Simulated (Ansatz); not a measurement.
Base system: BP in the zinc blende structure (space group F-43m, No. 216; a = 4.548 Å).

(Cell as relaxed with PBE.)

Levels (all Ansatz, a first-principles code, PAW): PBE (420 eV, no spin-orbit coupling); r2SCAN (500 eV, spin-orbit coupling left out).

Each level relaxes its own structure.

```csv
base,PBE,r2SCAN
volume per atom,11.76 Å³,11.67 Å³
lattice parameter a,4.548 Å,4.537 Å
band gap,1.25 eV,1.41 eV
```

The change: every B is replaced by Te; the structure is relaxed again.

| quantity | PBE | r2SCAN |
|---|---|---|
| volume per atom | 32.76 Å³ | ? |
| band gap | zero | ? |

What does r2SCAN give?


- volume per atom, r2SCAN: 32.32 Å³
- band gap, r2SCAN: zero

PBE's volume per atom lies 0.44 Å³ above r2SCAN's (1.4 %); the two agree on the band gap. Neither level is exact; r2SCAN is the comparison here, not a measurement.

Whether these cells are dynamically stable was not tested. As relaxed here, TeP is a hypothetical phase, not in the database extracts checked. All final runs are without spin polarisation. An odd electron count without spin: TeP.
